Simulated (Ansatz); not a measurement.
# AlNi (Pm-3m) in Ansatz: equation of state

Aim: energy against volume of AlNi in PBE, for its equilibrium volume and stiffness.

All numbers are computed with Ansatz 0.2.0; they aren't measurements. Logs are shortened: lines on timing, memory, paths and dates and some standing lists are left out, and cuts for length are marked.

**1. The structure**

The structure is cubic, space group Pm-3m (No. 221). The conventional cell has a = 2.881 Å, b = 2.881 Å, c = 2.881 Å, α = 90.00°, β = 90.00°, γ = 90.00°. Around Ni (site symmetry m-3m) lie 8 Al at 2.50 Å. Al (site symmetry m-3m) is surrounded by 8 Ni at 2.50 Å.

**2. Equation of state, PBE, collinear spin, ferromagnetic start**

Potentials or basis: all-electron LAPW, scalar-relativistic.

This step only gathers the single runs of the series.

Results:

```yaml
Equilibrium_volume: 12.10 Å³/atom
Bulk_modulus: 159 GPa
Pressure_derivative_of_the_bulk_modulus: 4.4
```

Energy against volume, from the lowest point:
```csv
volume (Å³/atom),energy (meV/atom)
11.239,34.07
11.478,16.87
11.717,5.85
11.956,0.42
12.196,0.00
12.435,4.09
12.674,12.23
```

Caveat: the starting moments weren't kept.
